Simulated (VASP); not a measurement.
# Si: transport in the constant relaxation-time approximation, 8 variants

Si, Fd-3m (no. 227), 2 atoms in the cell.

| Functional | Variation | Electron mobility at 300 K (cm^2/(V s)) | Hole mobility at 300 K (cm^2/(V s)) | Electron density for that mobility (10^18 cm^-3) | Hole density for that mobility (10^18 cm^-3) | Seebeck coefficient under electron doping at 300 K (uV/K) | Time (s) |
|---|---|---|---|---|---|---|---|
| PBE | as recommended | 84 | 69 | 1.00 | 1.00 | -489 | 26 |
| PBEsol | as recommended | 86 | 71 | 1.00 | 1.00 | -487 | 26 |
| LDA | as recommended | 85 | 70 | 1.00 | 1.00 | -488 | 25 |
| r2SCAN | as recommended | 87 | 72 | 1.00 | 1.00 | -486 | 75 |
| PBE | scan of the chemical potential | 84 | 63 | 0.08 | 77.29 | -704 | 21 |
| PBE | range of temperatures, another relaxation time | 168 | 139 | 1.00 | 1.00 | -489 | 30 |
| PBE | linear energy grid | 82 | 68 | 1.00 | 1.00 | -480 | 22 |
| PBE | carriers typed another way | 79 | 67 | 24.80 | 24.80 | -222 | 23 |

Limits: Conductivity, mobility and heat conductivity scale with the typed relaxation time, here the same at all temperatures, so the change of scattering with temperature is missing; the values aren't converged in the dense mesh: a finer one can change them by tens of percent; row 7: on the linear energy grid this version miscounts the few carriers of a semiconductor, so its mobilities here are the conductivity over the typed density.

## Input of the first row

INCAR:
```
SYSTEM = Si
  PREC = Accurate
  ENCUT = 320
  EDIFF = 1E-8
  LREAL = .FALSE.
  LASPH = .TRUE.
  LWAVE = .FALSE.
  LCHARG = .FALSE.
  ALGO = Normal
  NELM = 100
  ISMEAR = 0
  SIGMA = 0.01
  EFERMI = MIDGAP
  GGA = PE
  ELPH_MODE = TRANSPORT
  ELPH_SCATTERING_APPROX = CRTA
  TRANSPORT_RELAXATION_TIME = 1E-14
  ELPH_ISMEAR = -24
  ELPH_SELFEN_TEMPS = 100 200 300 400 500
  ELPH_SELFEN_CARRIER_DEN = -1e20 -1e19 -1e18 -1e17 1e17 1e18 1e19 1e20
  TRANSPORT_NEDOS = 2001
  ELPH_FERMI_NEDOS = 2001
  KPAR = 4
```

KPOINTS:
```
k-points
0
Gamma
  6 6 6
```

KPOINTS_ELPH:
```
Automatic mesh
0
Gamma
  34 34 34
  0 0 0
```

POSCAR:
```
Si
1.0
    0.0000000000      2.7218511865      2.7218511865
    2.7218511865      0.0000000000      2.7218511865
    2.7218511865      2.7218511865      0.0000000000
Si
2
Direct
    0.5000000000      0.5000000000      0.5000000000
    0.7500000000      0.7500000000      0.7500000000
```

Commands:
```
cat potpaw_PBE.64/Si/POTCAR > POTCAR
mpirun -np 4 vasp_std > vasp.out
```

Changes of the last row against the first:
```
- ELPH_SELFEN_CARRIER_DEN = -1e20 -1e19 -1e18 -1e17 1e17 1e18 1e19 1e20
+ ELPH_SELFEN_CARRIER_PER_CELL = -0.05 -0.01 -0.001 0.001 0.01 0.05
```

VASP 6.6.1 took 26 s on 4 cores (AMD EPYC 9R45 (Zen 5)), a shared host.
